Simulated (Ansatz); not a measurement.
Runs of Ansatz 0.2.0 on PtS2. Symmetry: P-3m1, No. 164, trigonal system. The conventional cell has a = 3.543 Å, b = 3.543 Å, c = 5.039 Å, α = 90.00°, β = 90.00°, γ = 120.00°. Pt (site symmetry -3m) is surrounded by 6 S at 2.34 Å. S (site symmetry 3m) has 3 Pt at 2.34 Å as nearest neighbours. 

```csv
task,level,cell,k mesh,screening (1/Å),share of exact exchange,points for each segment of the path,gap on the mesh (eV),pressure (GPa),largest force (eV/Å)
single point,HSE06 form with a typed share of exact exchange,as given,5 × 5 × 3,0.15,0.25,-,2.06,(b),0.89
single point,HSE06 form with a typed share of exact exchange,as given,5 × 5 × 3,0.3,0.25,-,1.77,(d),(c)
relaxation of cell and atoms,LDA,relaxed,9 × 9 × 5,-,-,-,(a),0.0,-
band structure,LDA,as given,9 × 9 × 5,-,-,14,0.90,3.6,0.80
single point,HSE06 form with a typed share of exact exchange,as given,5 × 5 × 3,0.1,0.25,-,2.21,6.7,0.87
single point,HSE06 form with a typed share of exact exchange,as given,5 × 5 × 3,0.2,0.25,-,1.95,6.9,0.90
```

Alike in all rows: potentials or basis Ansatz PAW; no spin polarisation; cutoff (eV) 420; smearing fermi-dirac 0.05 eV.

Question: Fill in the values left out.

Answer: (a) none; (b) 6.8; (c) 0.94; (d) 7.4.

Caveats: the PAW data sets come from PBE, with cores solved anew for the run's functional, which leaves a small shift of forces and pressure; spin-orbit coupling is left out, which moves the levels of the heavy elements (some runs); odd divisions of the mesh miss points on the zone boundary, where band edges often lie, so the gap on the mesh can be too wide (some runs); the thresholds are loose for stress (some runs); the plane-wave basis is chosen anew once the cell has moved, so the energies of steps on either side of that aren't comparable (some runs).

A k mesh can miss the band edges, and the runs leave out spin-orbit coupling on Pt.

Runs at the PBE level aren't shown here.
